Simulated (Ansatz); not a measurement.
WS2: vacancy migration on the S sublattice

Level of theory: DFT PBEsol, scalar-relativistic, plane waves, PAW (Ansatz 0.2.0). Settings: plane waves to 420 eV, k-mesh 3×3×3 (Γ-centred), Gaussian smearing 0.05 eV. Spin–orbit coupling is left out, which can shift energies with elements as heavy as these. No spin polarisation.

The perfect supercell:

```
CELL_PARAMETERS angstrom
4.72141 0.90864 6.37046
-3.14761 3.63454 6.37046
-1.57380 -4.54318 6.37046
ATOMIC_POSITIONS crystal
W 0.99933 0.99933 0.99933
W 0.28504 0.14219 0.57076
W 0.14219 0.57076 0.28504
W 0.42790 0.71361 0.85647
W 0.57076 0.28504 0.14219
W 0.85647 0.42790 0.71361
W 0.71361 0.85647 0.42790
S 0.74796 0.74796 0.74796
S 0.03368 0.89082 0.31939
S 0.89082 0.31939 0.03368
S 0.17653 0.46225 0.60511
S 0.31939 0.03368 0.89082
S 0.60511 0.17653 0.46225
S 0.46225 0.60511 0.17653
S 0.58401 0.58401 0.58401
S 0.86972 0.72687 0.15544
S 0.72687 0.15544 0.86972
S 0.01258 0.29829 0.44115
S 0.15544 0.86972 0.72687
S 0.44115 0.01258 0.29829
S 0.29829 0.44115 0.01258
```

Atom 15 (S) is removed, leaving a vacancy of charge +2 (uniform background), and atom 8 jumps 3.13 Å into it. The vacancy and the half-way point are each relaxed at fixed cell, keeping their symmetry. The supercell is small.

How high does the half-way point lie?

Symmetry doesn't hold the atom half-way in this supercell: it slides off along the path as the atoms relax and falls back to its own site, so this start gives no barrier.

Cost: 2 runs of about 12 core-minutes in all, on Arm Neoverse V2 (shared hosts).